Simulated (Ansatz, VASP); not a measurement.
Two plane-wave programs on Cu

File INCAR:

```
SYSTEM = Cu
PREC = Accurate ; ENCUT = 520
EDIFF = 1E-6 ; ISMEAR = -1
SIGMA = 0.1 ; LREAL = .False.
LASPH = .True. ; NELM = 100
ALGO = Normal ; ISIF = 2
LWAVE = .False. ; LCHARG = .False.
GGA = CA ; NBANDS = 18
```

Contents of KPOINTS:

```
Automatic mesh
0
Gamma
  12 12 12
  0 0 0
```

File POSCAR:

```
Cu
1.0
    0.0000000000      2.5744468145      2.5744468145
    2.5744468145      0.0000000000      2.5744468145
    2.5744468145      2.5744468145      0.0000000000
Cu
2
Direct
    0.1250000000      0.1250000000      0.1250000000
    0.8750000000      0.8750000000      0.8750000000
```

Input for Ansatz:

```yaml
crystal:
  lattice:
    - [0.0, 2.5744468145, 2.5744468145]
    - [2.5744468145, 0.0, 2.5744468145]
    - [2.5744468145, 2.5744468145, 0.0]
  atoms:
    - { symbol: Cu, position: [0.125, 0.125, 0.125] }
    - { symbol: Cu, position: [0.875, 0.875, 0.875] }
hamiltonian:
  xc: lda
  pseudopotentials:
    kind: paw
    azcp:
      Cu: "pseudopotentials/Cu.paw.azcp"
basis:
  ecutwfc: 420
  fft_grid_basis: typed
kpoints:
  mp_grid: { grid: [12, 12, 12], shift: [0, 0, 0] }
magnetization:
  spin_polarized: false
scf:
  occupations: { method: fermi_dirac, width: 0.1 }
  lower_state_search: "off"
output:
  stress: true
  write_density: true
  write_potential: true
  elf: true
  volumetric_format: npy
```

Alike in both runs: task single point; functional LDA; k mesh 12 × 12 × 12; occupations fermi-dirac, width 0.1 eV; no spin polarisation.

|  | VASP | Ansatz |
| --- | --- | --- |
| version | VASP 6.6.1 | Ansatz 0.2.0 |
| potentials or method | VASP PAW LDA potentials, release 64 (Cu) | plane waves (420 eV) with PAW, scalar-relativistic |
| plane-wave cutoff (eV) | 520 | 420 |
| valence electrons in the cell | 22 | 38 |

```csv
,VASP,Ansatz,Ansatz less VASP
pressure (GPa),0.2,0.0,-0.27
```

The two sets of potentials don't hold the same shells in valence. Ansatz warned: «pseudo_functional_mismatch».
